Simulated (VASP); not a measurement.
**Ta: relaxation of the atoms with PBEsol**

The system is Ta.

```
Ta
1.0
    -1.60817    1.60817    1.60817
     1.60817   -1.60817    1.60817
     1.60817    1.60817   -1.60817
Ta
1
Direct
  0.00000 0.00000 0.00000
```

The cell isn't the ideal one: a relaxed cell with its volume scaled by 0.94.

* Program: VASP 6.6.1
* Task: relaxation of the atoms
* Functional: PBEsol
* Potentials or basis: VASP PAW PBE potentials, release 64 (Ta_pv)
* Cutoff: 600 eV
* k mesh: 16 × 16 × 16
* Occupations: methfessel-paxton, width 0.1 eV
* Spin: no spin polarisation
* Further INCAR settings: ALGO = Normal; EDIFF = 1e-07; IBRION = 2; EDIFFG = -0.01; NSW = 40

```yaml
Pressure_after_relaxing: 14.0 GPa
Band_gap_on_the_k_mesh: none (metal or under the smearing width)
```

Final structure:
```
Ta
1.0
    -1.60817    1.60817    1.60817
     1.60817   -1.60817    1.60817
     1.60817    1.60817   -1.60817
Ta
1
Direct
  0.00000 0.00000 0.00000
```

Levels at points of the mesh, in eV from the Fermi level:
| k point | band 3 | band 4 | band 5 | band 6 | band 7 | band 8 |
| --- | --- | --- | --- | --- | --- | --- |
| (0.00, 0.00, 0.00) | -32.68 | -8.21 | 0.73 | 0.73 | 0.73 | 4.29 |
| (0.50, 0.00, 0.00) | -32.69 | -4.74 | -1.79 | 2.04 | 4.23 | 5.36 |
| (0.50, 0.50, 0.50) | -33.73 | -4.29 | -4.29 | 7.54 | 7.54 | 7.54 |

Wall time 8.1 s on 1 thread of Intel(R) Xeon(R) 6975P-C (Granite Rapids), with other jobs on the host, peak memory 0.15 GiB.

Caveat: the relaxation stopped at its first step, so nothing moved; the PAW data sets were made with another functional, which shifts forces and pressure a little. Spin-orbit coupling is left out, which matters for the levels of Ta.
